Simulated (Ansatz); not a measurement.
# CaF2 (Fluorite) (Fm-3m) in Ansatz: a series of runs

One crystal, CaF2 (Fluorite), is run at these levels: HSE06 form with a typed share of exact exchange; tasks: single point.

Program: Ansatz 0.2.0. These are calculated values, not measurements. Logs are shortened: lines on timing, memory, paths and dates and some standing lists are left out, and cuts for length are marked.

### Step 1. The structure

Symmetry: Fm-3m, No. 225, cubic system. Conventional cell: a = 5.462 Å, b = 5.462 Å, c = 5.462 Å, α = 90.00°, β = 90.00°, γ = 90.00°. Ca (site symmetry m-3m) has 8 F at 2.37 Å as nearest neighbours. F (site symmetry -43m) is surrounded by 4 Ca at 2.37 Å.

### Step 2. Single point, HSE06 form with a typed share of exact exchange

File input.yaml:

```yaml
crystal:
  lattice:
    - [0.0, 2.731, 2.731]
    - [2.731, 0.0, 2.731]
    - [2.731, 2.731, 0.0]
  atoms:
    - { symbol: Ca, position: [0.0, 0.0, 0.0] }
    - { symbol: F, position: [0.75, 0.75, 0.75] }
    - { symbol: F, position: [0.25, 0.25, 0.25] }
hamiltonian:
  xc: { exchange: pbe, correlation: pbe, exx: { coeff: 0.05, omega: 0.2 } }
  pseudopotentials: { kind: paw }
kpoints:
  mp_grid: { grid: [4, 4, 4] }
scf:
  occupations: { method: fermi_dirac, width: 0.05 }
output:
  forces: true
  stress: true
  eigenvalues: true
```

Potentials or basis: Ansatz PAW.

On the command line:

```bash
$ ansatz run input.yaml --threads 2 --pin off --max-ram 5632MiB --backend cpu --events-out ev --progress --plain --runs-dir out
```

Output:

```text
Warning: output.stress: scf.convergence.dr2_threshold = 1e-7 eV (the SCF's general default) is looser than the 3e-10 eV advised for a printed stress (1e-10 eV for each atom of the cell: 3). What an SCF threshold leaves in a stress goes as its square root, and in the free energy as the threshold itself, and one threshold admits the most on a small cell: of the crystals measured, under no hybrid functional and no lock of the moments, on runs that ended without the residual-converged pass, on stresses that held no estimate of that error, the worst erred by over 100 MPa in a component at 1e-7 eV an atom and by under 5 at 1e-10. Set scf.convergence.dr2_threshold to 3e-10 eV or tighter. The threshold is an SCF's pass mark: one that does not reach it within its budget of iterations ends unconverged, or closes short of it on a stop that the run arms, and scf.convergence.dr2_threshold's page says what that costs each kind of run
Warning: output.stress: scf.exx.energy_threshold = 1e-6 eV is looser than the 3e-8 eV advised for a stress under a hybrid functional (1e-8 eV for each atom of the cell: 3). Every SCF of the exchange loop can meet its threshold on dr2 while the loop round them stops early: no threshold on dr2 bounds what that leaves in the stress. Set scf.exx.energy_threshold to 3e-8 eV or tighter. The threshold is the loop's pass mark: a loop that does not reach it within its budget of cycles ends unconverged, and scf.exx.energy_threshold's page has the law
Warning: RAYON_NUM_THREADS=2 ignored (pool sized by the plan → 2); use --threads N
Engine: ansatz 0.2.0, aarch64-unknown-linux-gnu
Pseudopotentials: kind: paw
Pseudopotential: Ca, paw, valence charge 10, recommended cutoff 420 eV (normal), Ca.paw.azcp
Pseudopotential: F, paw, valence charge 7, recommended cutoff 420 eV (normal), F.paw.azcp
Functional definition: unnamed
  parameter a_1 = 0.05
  parameter omega_1 = 0.2/angstrom
  exchange = pbe_x + (-a_1)*pbe_x_sr(omega_1) + a_1*exact_x_sr(omega_1)
  correlation = pbe_c
Crystal: 3 atoms, lattice volume = 40.738 Å³
Basis set: ecut = 420 eV, 821 PW (Γ), exchange–correlation on 54×54×54 points (8 copies of the dense FFT grid, shifted against one another)
Bands: 16, of which v1, the nominal top of the filled ones, is band 12 counted from 1 (11 counted from 0)
Symmetry: 48 space group operations
Space group: Fm-3m (ITA 225), of the structure as read, at distance tolerance 3.4e-5 Å
k-points: 8 of 64
Non-local potential: Ca, projectors of the file, l = 0: 3, l = 1: 2, l = 2: 2
Non-local potential: F, projectors of the file, l = 0: 2, l = 1: 2, l = 2: 1
PAW form: soft (Blöchl's): semilocal exchange-correlation on the pseudo side does not see the compensation charge
PAW frozen core: Ca, regenerated for the run's functional, and the local potential with it (the file was generated under x = pbe(κ = 0.804, μ = 0.2195149727645171), c = pbe(β = 0.06672455060314922))
PAW frozen core: F, regenerated for the run's functional, and the local potential with it (the file was generated under x = pbe(κ = 0.804, μ = 0.2195149727645171), c = pbe(β = 0.06672455060314922))
PAW one-centre angular grid: Ca, 110 points (default); XC on 64 Gauss nodes
PAW one-centre angular grid: F, 110 points (default); XC on 64 Gauss nodes
Initial density: superposition of atomic densities (neutral atoms: chi_scale 0, normalization atom), corrected by the library's trained network
Initial wavefunctions: pseudopotential atomic-orbital guess
Functional: x = pbe(κ = 0.804, μ = 0.2195149727645171), c = pbe(β = 0.06672455060314922), warm-up for x = pbe(κ = 0.804, μ = 0.2195149727645171) + 0.05 (exact − pbe) at short range (hse, ω = 0.2 Å⁻¹), c = pbe(β = 0.06672455060314922)
SCF iter   1: F=—  HF=-3439.803807 eV  |F-HF|=—  |Δ(HF+E_count)|=         —  Δρ=4.65e-4  dr2=1.31e-5  ethr=1.77e-3  ⟨swp⟩=2.0  Hψ=927  notcnv=0
preconditioner: auto → none  [insulator: Δε(μ)=7.306 eV  Ē_g=18.431 eV  σ=0.050 eV  W_gap=1.00  n_scr=14 (ndim 8)  ℏωp=27.3 eV  f_vac=0.118  D(μ)=0.00/eV (n_scr^D=0)]
SCF iter   2: F=-3439.804153 eV  HF=-3439.804067 eV  |F-HF|=8.59e-5  |Δ(HF+E_count)|=   2.60e-4  Δρ=2.27e-4  dr2=3.65e-6  ethr=5.45e-8  ⟨swp⟩=4.8  Hψ=425  notcnv=0
SCF 1 stopped early in 2 iterations: F = -3439.804153 eV  dr2 = 3.65e-6
Initial density: handed on by an earlier stage of this run
Initial wavefunctions: those handed on with the density
Functional: x = pbe(κ = 0.804, μ = 0.2195149727645171) + 0.05 (exact − pbe) at short range (hse, ω = 0.2 Å⁻¹), c = pbe(β = 0.06672455060314922)
Exchange kernel: α = 0.0500, screened, ω = 0.2000 Å⁻¹, Wigner–Seitz truncation, v(0) = 1095.7261 eV·Å³, q-mesh 4×4×4, nearest image of the exchange supercell L = 15.45 Å, pair-density grid 15×15×15, without the augmentation charges, whose exchange is taken in its separable form by FFT convolution over the k-point mesh (sized by the pseudopotential files, 24×24×24 at the most), smooth part of the exact exchange by density-matrix convolution
Frozen-core exchange: fock
SCF iter   1: F=—  HF=-3439.903409 eV  |F-HF|=—  |Δ(HF+E_count)|=         —  Δρ=2.37e-3  dr2=2.90e-3  ethr=1.52e-7  ⟨swp⟩=7.0  Hψ=617  notcnv=0
preconditioner: auto → none  [insulator: Δε(μ)=7.754 eV  Ē_g=19.081 eV  σ=0.050 eV  W_gap=1.00  n_scr=14 (ndim 8)  ℏωp=27.3 eV  f_vac=0.118  D(μ)=0.00/eV (n_scr^D=0)]
SCF iter   2: F=—  HF=-3439.902736 eV  |F-HF|=—  |Δ(HF+E_count)|=   6.73e-4  Δρ=1.88e-3  dr2=4.99e-4  ethr=1.52e-7  ⟨swp⟩=5.8  Hψ=477  notcnv=0
SCF iter   3: F=—  HF=-3439.902674 eV  |F-HF|=—  |Δ(HF+E_count)|=   6.23e-5  Δρ=5.22e-4  dr2=5.51e-5  ethr=1.52e-7  ⟨swp⟩=5.0  Hψ=366  notcnv=0
SCF iter   4: F=—  HF=-3439.902664 eV  |F-HF|=—  |Δ(HF+E_count)|=   9.49e-6  Δρ=2.36e-4  dr2=1.18e-5  ethr=1.52e-7  ⟨swp⟩=2.0  Hψ=224  notcnv=0
iter 5 solved again at ethr=1.49e-9 eV; its pass at ethr=4.88e-8 eV (dr2=3.57e-7 eV) is discarded
SCF iter   5: F=—  HF=-3439.902664 eV  |F-HF|=—  |Δ(HF+E_count)|=   4.46e-7  Δρ=4.09e-5  dr2=5.25e-7  ethr=1.49e-9  ⟨swp⟩=3.1  Hψ=553  notcnv=0
SCF iter   6: F=—  HF=-3439.902664 eV  |F-HF|=—  |Δ(HF+E_count)|=   9.41e-8  Δρ=4.51e-6  dr2=1.00e-7  ethr=1.49e-9  ⟨swp⟩=3.6  Hψ=281  notcnv=0
SCF iter   7: F=—  HF=-3439.902669 eV  |F-HF|=—  |Δ(HF+E_count)|=   5.27e-6  Δρ=4.88e-5  dr2=6.01e-7  ethr=1.20e-11  ⟨swp⟩=6.4  Hψ=528  notcnv=0  defer=1
SCF iter   8: F=-3439.902669 eV  HF=-3439.902669 eV  |F-HF|=2.09e-7  |Δ(HF+E_count)|=   1.85e-7  Δρ=5.35e-6  dr2=7.67e-9  ethr=1.20e-11  ⟨swp⟩=6.0  Hψ=438  notcnv=0
SCF 2 converged in 8 iterations: F = -3439.902669 eV  dr2 = 7.67e-9
hybrid outer 1: dexx = +9.075e-5 eV, tail = 4.19e-8 eV
Exchange kernel: α = 0.0500, screened, ω = 0.2000 Å⁻¹, Wigner–Seitz truncation, v(0) = 1095.7261 eV·Å³, q-mesh 4×4×4, nearest image of the exchange supercell L = 15.45 Å, pair-density grid 15×15×15, without the augmentation charges, whose exchange is taken in its separable form by FFT convolution over the k-point mesh (sized by the pseudopotential files, 24×24×24 at the most), smooth part of the exact exchange by density-matrix convolution
Frozen-core exchange: fock
SCF iter   1: F=—  HF=-3439.902670 eV  |F-HF|=—  |Δ(HF+E_count)|=         —  Δρ=4.72e-6  dr2=6.86e-9  ethr=8.74e-10  ⟨swp⟩=4.6  Hψ=323  notcnv=0
preconditioner: auto → none  [insulator: Δε(μ)=7.712 eV  Ē_g=19.038 eV  σ=0.050 eV  W_gap=1.00  n_scr=14 (ndim 8)  ℏωp=27.3 eV  f_vac=0.123  D(μ)=0.00/eV (n_scr^D=0)]
SCF iter   2: F=-3439.902670 eV  HF=-3439.902670 eV  |F-HF|=4.50e-11  |Δ(HF+E_count)|=   1.98e-9  Δρ=1.00e-6  dr2=1.18e-10  ethr=2.86e-11  ⟨swp⟩=3.6  Hψ=279  notcnv=0
SCF 3 converged in 2 iterations: F = -3439.902670 eV  dr2 = 1.18e-10
  Residual-converged pass: ⟨swp⟩=2.9  Hψ=244  notcnv=0  max |occ|·‖R‖ = 2.4e-6 eV (tolerance 2.4e-6 eV)  dr2=1.07e-10  dr2_onsite=2.19e-11  max |Δocc| = 0.0e0
hybrid outer 2: dexx = +1.858e-10 eV, tail = 2.84e-10 eV, Δε = 7.57e-5 eV (about 6.31e-6 eV left of the loop's levels)
hybrid SCF converged: 2 outer / 10 inner (+2 warm-up), last move |dexx| = 1.86e-10 eV, tail = 2.84e-10 eV
Stability not checked: this state was not tested for a lower state beside it, because the functional holds exact exchange (a hybrid, or Hartree-Fock), whose exchange loop this test does not read (fock_operator; see scf.lower_state_search)
Free energy (F): -3439.902670 eV
Frozen-core exchange: fock
Harris-Foulkes:  -3439.902670 eV  (|F-HF|=4.50e-11)
Internal energy: -3439.902670 eV  (E = F + TS)
E sigma→0 (E₀):  -3439.902670 eV
Fermi energy:    6.901238 eV
--- Per-component energies (eV) ---
  E_band       = -197.078060
  E_kinetic    = 694.758708
  E_local      = -1789.155896  (includes V_loc(G=0)·N_el)
  E_nonlocal   = 209.516016
  E_hartree    = 637.321632
  E_xc         = -287.039593
  E_vxc        = -362.942473  (∫ρ·V_xc dr)
  E_exx        = -16.511494  (= α·E_x^exact, valence–valence)
  E_paw        = -1255.363032  (= ΣΔE_a)
  E_vpaw       = -190.878562  (= ΣTr[D̂ρ^β])
  E_aug_tail   = 0.004104  (compensation charges beyond the density's cutoff)
  E_ewald      = -1633.390363
  E_core_change = -0.042753  (= ΣΔE_core)
  E_smearing   = -0.000000  (= −TS)
  E_closure    = -0.000000  (closes the sum)
  Σ components = -3439.902670   (vs F -3439.902670, Δ=0.00e0)
--- Forces (eV/Å), atoms counted from 1 ---
  atom   1  Ca     0.00000000    -0.00000000    -0.00000000
  atom   2  F      0.00000000    -0.00000000     0.00000000
  atom   3  F      0.00000000     0.00000000    -0.00000000
  max |Σ_I F_I| component: 8.10e-18 eV/Å
--- Stress (GPa, compression-positive) ---
        1.817386      -0.000000       0.000000
        0.000000       1.817386      -0.000000
       -0.000000       0.000000       1.817386
  P = ⅓ Tr σ = 1.8174 GPa (18.174 kbar)
--- Band table (eV; the first three rows and the last of 8) ---
  k-point 0: bands = ["-33.4406", "-17.2411", "-16.4672", "-14.0845", "-14.0845", "-14.0845", "0.8863", "0.8863", "0.8863", "2.7519", "2.7519", "2.7519", "10.7207", "12.7053", "12.7053", "14.8000"]
  k-point 1: bands = ["-33.4239", "-17.3392", "-16.6334", "-14.1059", "-14.1059", "-13.8535", "1.1435", "1.1435", "1.3167", "2.1923", "2.4963", "2.4963", "12.0333", "12.8152", "12.8152", "14.4018"]
  k-point 2: bands = ["-33.4071", "-17.3466", "-16.8942", "-14.1271", "-14.1271", "-13.6087", "1.4925", "1.4925", "1.7116", "1.7625", "2.1633", "2.1633", "12.9224", "12.9224", "13.2904", "14.1675"]
  k-point 7: bands = ["-33.3960", "-17.2105", "-17.2105", "-14.1930", "-13.7632", "-13.7632", "0.7339", "0.8653", "1.9579", "1.9579", "2.7323", "2.9181", "11.9323", "13.2976", "13.4790", "13.4790"]
```

Wall time 3.9 s (2 threads of Arm Neoverse V2, shared host); peak memory 0.48 GiB.

What came out:

* Free energy: -3439.9027 eV
* Pressure: 1.8 GPa
* Band gap on the k mesh: 7.71 eV, indirect (least direct gap 7.97 eV)

Caveat: the k mesh is coarse (spacing up to 0.50 Å⁻¹), so the values aren't converged, least of all with exact exchange; the pressure holds a Pulay correction of +0.5 GPa for the finite cutoff; the PAW data sets come from PBE, with cores solved anew for the run's functional, which leaves a small shift of forces and pressure; the thresholds are loose for stress. A k mesh can miss the band edges.

### Step 3. Single point, HSE06 form with a typed share of exact exchange

Changes to input.yaml since step 2:

```diff
@@ -10,3 +10,3 @@
 hamiltonian:
-  xc: { exchange: pbe, correlation: pbe, exx: { coeff: 0.05, omega: 0.2 } }
+  xc: { exchange: pbe, correlation: pbe, exx: { coeff: 0.1, omega: 0.2 } }
   pseudopotentials: { kind: paw }
```

Potentials or basis: Ansatz PAW.

On the command line:

```bash
$ ansatz run input.yaml --threads 2 --pin off --max-ram 5632MiB --backend cpu --events-out ev --progress --plain --runs-dir out
```

Output:

```text
Warning: output.stress: scf.convergence.dr2_threshold = 1e-7 eV (the SCF's general default) is looser than the 3e-10 eV advised for a printed stress (1e-10 eV for each atom of the cell: 3). What an SCF threshold leaves in a stress goes as its square root, and in the free energy as the threshold itself, and one threshold admits the most on a small cell: of the crystals measured, under no hybrid functional and no lock of the moments, on runs that ended without the residual-converged pass, on stresses that held no estimate of that error, the worst erred by over 100 MPa in a component at 1e-7 eV an atom and by under 5 at 1e-10. Set scf.convergence.dr2_threshold to 3e-10 eV or tighter. The threshold is an SCF's pass mark: one that does not reach it within its budget of iterations ends unconverged, or closes short of it on a stop that the run arms, and scf.convergence.dr2_threshold's page says what that costs each kind of run
Warning: output.stress: scf.exx.energy_threshold = 1e-6 eV is looser than the 3e-8 eV advised for a stress under a hybrid functional (1e-8 eV for each atom of the cell: 3). Every SCF of the exchange loop can meet its threshold on dr2 while the loop round them stops early: no threshold on dr2 bounds what that leaves in the stress. Set scf.exx.energy_threshold to 3e-8 eV or tighter. The threshold is the loop's pass mark: a loop that does not reach it within its budget of cycles ends unconverged, and scf.exx.energy_threshold's page has the law
Warning: RAYON_NUM_THREADS=2 ignored (pool sized by the plan → 2); use --threads N
[... 3 set-up lines as earlier in the session ...]
[... 86 lines left out ...]
        0.000000       0.000000       1.427787
  P = ⅓ Tr σ = 1.4278 GPa (14.278 kbar)
--- Band table (eV; the first three rows and the last of 8) ---
  k-point 0: bands = ["-34.1728", "-17.8849", "-17.1053", "-14.5221", "-14.5221", "-14.5221", "0.5465", "0.5465", "0.5465", "2.4278", "2.4278", "2.4278", "10.8143", "12.9132", "12.9132", "15.0496"]
  k-point 1: bands = ["-34.1559", "-17.9745", "-17.2714", "-14.5441", "-14.5441", "-14.3002", "0.8064", "0.8064", "0.9803", "1.8667", "2.1703", "2.1703", "12.1370", "13.0232", "13.0232", "14.6376"]
  k-point 2: bands = ["-34.1389", "-17.9716", "-17.5354", "-14.5659", "-14.5659", "-14.0627", "1.1613", "1.1613", "1.3781", "1.4315", "1.8314", "1.8314", "13.1324", "13.1324", "13.5041", "14.2644"]
  k-point 7: bands = ["-34.1276", "-17.8395", "-17.8395", "-14.6333", "-14.2134", "-14.2134", "0.3879", "0.5273", "1.6258", "1.6258", "2.4114", "2.5956", "12.0868", "13.5205", "13.6965", "13.6965"]
```

It took 3.8 s on 2 threads of Arm Neoverse V2, shared host; peak memory 0.48 GiB.

Results:

```
Free energy            : -3440.0095 eV
Pressure               : 1.4 GPa
Band gap on the k mesh : 8.13 eV, indirect (least direct gap 8.39 eV)
```

Caveat: the k mesh is coarse (spacing up to 0.50 Å⁻¹), so the values aren't converged, least of all with exact exchange; the pressure holds a Pulay correction of +0.4 GPa for the finite cutoff; the PAW data sets come from PBE, with cores solved anew for the run's functional, which leaves a small shift of forces and pressure; the thresholds are loose for stress. A k mesh can miss the band edges.
